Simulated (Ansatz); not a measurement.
GaP:

```
Ga P
1.0
     0.00000    2.72525    2.72525
     2.72525    0.00000    2.72525
     2.72525    2.72525    0.00000
Ga P
1 1
Direct
  0.00000 0.00000 0.00000
  0.75000 0.75000 0.75000
```

Base run:

```yaml
Program: Ansatz 0.2.0
Functional: PBEsol
Potentials_or_basis: all-electron LAPW, scalar-relativistic
Cutoff: 278 eV (chosen from the basis error)
Basis_error_allowed: 0.001 eV/atom
k_mesh: 8 × 8 × 8
Occupations: gaussian, width 0.05 eV
Spin: no spin polarisation
```

Its results: band gap on the k mesh 1.52 eV, indirect (least direct gap 1.75 eV); pressure -0.6 GPa.

Task: The run is repeated on the same cell with these changes: functional from PBEsol to BLYP; occupations from gaussian, width 0.05 eV to fermi-dirac, width 0.05 eV. What comes out?

Result: Band gap on the k mesh 1.66 eV, indirect (least direct gap 1.70 eV); pressure 6.3 GPa.
